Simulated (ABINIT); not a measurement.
Runs of ABINIT 10.8.3 (patched build) on HfN. It takes space group Fm-3m (No. 225, cubic). The conventional cell has a = 4.512 Å, b = 4.512 Å, c = 4.512 Å, α = 90.00°, β = 90.00°, γ = 90.00°. Around Hf (site symmetry m-3m) lie 6 N at 2.26 Å. N (site symmetry m-3m) has 6 Hf at 2.26 Å as nearest neighbours. 

```csv
task,level,potentials or basis,V0 of scaled cells (Å³/atom),B0 (GPa)
equation of state,PBE+D3,JTH PAW PBE v2.0,(c),282
equation of state,LDA-PZ,JTH PAW LDA v2.0,11.10,307
equation of state,revPBE+D3(BJ),JTH PAW PBE v2.0,(a),283
equation of state,SOGGA,JTH PAW PBE v2.0,11.29,(b)
```

Alike in all rows: no spin polarisation; cell as given; k mesh 10 × 10 × 10; cutoff (eV) 680; smearing fermi-dirac 0.05 eV.

Problem. Fill in the values left out.

Solution. (a) 11.39; (b) 294; (c) 11.45.

Caveats: pressures at fixed basis lie under the slope of the energies; the PAW data sets were made with another functional, which shifts forces and pressure a little (some runs).
